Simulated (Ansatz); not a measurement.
ZrB2:

```
CELL_PARAMETERS angstrom
3.17000 0.00000 0.00000
-1.58500 2.74530 0.00000
0.00000 0.00000 3.53300
ATOMIC_POSITIONS crystal
Zr 0.00000 0.00000 0.00000
B 0.66667 0.33333 0.50000
B 0.33333 0.66667 0.50000
```

```yaml
Program: Ansatz 0.2.0
Task: single point
Functional: PBE
Potentials_or_basis: Ansatz PAW
Cutoff: "420 eV (not typed: the program's choice for these potentials)"
k_mesh: 10 × 10 × 8
Occupations: fermi-dirac, width 0.05 eV
Spin: no spin polarisation
```

On this cell: pressure 0.8 GPa; largest force under 0.003 eV/Å; band gap on the k mesh none (metal or under the smearing width).

The same run follows on a disturbed copy (atoms moved at random, drawn with an rms of 0.05 Å):

```
Zr B
1.0
     3.17000    0.00000    0.00000
    -1.58500    2.74530    0.00000
     0.00000    0.00000    3.53300
Zr B
1 2
Direct
  0.00055 0.02110 0.99126
  0.65467 0.33004 0.49578
  0.34214 0.66506 0.51411
```

Problem. What changes?

Solution. The energy (extrapolated to zero smearing) moves by +28.4 meV/atom; pressure 1.8 GPa; largest force 1.245 eV/Å; band gap on the k mesh none (metal or under the smearing width).

Forces on the atoms (eV/Å):
```
Zr   0.375 -0.835  0.691
B    0.531  0.397  0.043
B   -0.906  0.438 -0.734
```

Stress tensor (GPa, compression positive):
```
 1.62  0.58  0.44
 0.58  1.35 -0.71
 0.44 -0.71  2.42
```
